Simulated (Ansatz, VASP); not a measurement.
# Two plane-wave programs on Sr3O2

```xyz
10
Lattice="5.0043 0.0000 0.0000 -0.2480 5.1547 0.0000 -0.7141 -0.3564 10.4571" Properties=species:S:1:pos:R:3 pbc="T T T"
Sr   -0.2693    2.1390    2.5097
Sr   -0.6653    2.3085    8.2807
Sr    2.1740    2.2345    0.3046
Sr    1.7759    2.2385    5.5147
Sr    2.2438    4.7407    3.0675
Sr    2.0378    4.8543    8.3326
O     2.2339    2.1250    2.8442
O     1.8120    2.3660    8.0157
O    -0.2124    4.5238    2.9557
O     4.5425    1.9726    0.0030
```

Change from the starting cell: the structure that the rattled cell fell into.

Alike in both runs: task single point; functional PBE; k mesh 4 × 4 × 2; occupations gaussian, width 0.1 eV; no spin polarisation.

|  | VASP | Ansatz |
| --- | --- | --- |
| version | VASP 6.6.1 | Ansatz 0.2.0 |
| potentials or method | VASP PAW PBE potentials, release 64 (Sr_sv, O) | scalar-relativistic, plane waves, PAW |
| plane-wave cutoff (eV) | 520 | 420 |
| valence electrons in the cell | 84 | 84 |

Ansatz gave:

* gap on the k mesh at the Fermi level (eV): none
* pressure (GPa): 0.4
* largest component of the traceless stress (GPa): 0.64
* rms of the force components (eV/Å): 0.085

Problem. Which values does VASP return?

Solution. gap on the k mesh at the Fermi level (eV): none; pressure (GPa): 0.7; largest component of the traceless stress (GPa): 0.60; rms of the force components (eV/Å): 0.085.

Atom by atom the forces differ by 0.018 eV/Å (rms over components). A gap of «none» marks a metal or a gap that the smearing closes. The functional is the same, so the differences come from potentials, cutoffs and numerics.
